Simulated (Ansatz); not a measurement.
Relaxed-ion elastic tensor of CsPbI$_{3}$ (cubic perovskite, Pm-3m) in GPa (Voigt order), the program Ansatz at the PBEsol level (PAW); density 4.93 g/cm³, 48.55 Å³ per atom.

```csv
,1,2,3,4,5,6
1,42.7,4.6,4.6,0.0,0.0,0.0
2,4.6,42.7,4.6,0.0,0.0,0.0
3,4.6,4.6,42.7,0.0,0.0,0.0
4,0.0,0.0,0.0,3.5,0.0,0.0
5,0.0,0.0,0.0,0.0,3.5,0.0
6,0.0,0.0,0.0,0.0,0.0,3.5
```

Q: Is the crystal mechanically stable?

A: Yes: the smallest eigenvalue of C is 3.5 GPa.

Q: Work out the Voigt, Reuss and Hill averages.

A: K_V = 17.3, K_R = 17.3, K_H = 17.3; G_V = 9.7, G_R = 5.2, G_H = 7.5 GPa.

Q: Give Young's modulus, Poisson's ratio, Pugh's ratio and the universal anisotropy index.

A: E = 9KG/(3K + G) = 19.6 GPa; ν = 0.31; K/G = 2.31 (ductile by the Pugh limit of 1.75); A_U = 5G_V/G_R + K_V/K_R − 6 = 4.29.

Q: Estimate the sound speeds and the Debye temperature.

A: v_l = √((K + 4G/3)/ρ) = 2350 m/s, v_t = √(G/ρ) = 1230 m/s, mean 1380 m/s; Θ = (h/k)(3n/4πV)^(1/3) v_m = 112 K.

Q: Give the Zener ratio and Young's modulus along [100], [110] and [111].

A: A = 2C44/(C11 − C12) = 0.19; 1/E = S11 − 2(S11 − S12 − S44/2)Γ with Γ = 0, 1/4, 1/3 gives 41.8, 12.3, 9.9 GPa.

This is a known high-temperature phase of the composition, computed here at zero pressure and temperature. Symmetry was held in the PBEsol relaxation; of distortions, only those at the zone centre were tested, and some modes there are weakly imaginary. Spin–orbit coupling is left out wherever it is not named.

Potentials: the later of the program's two PAW sets.
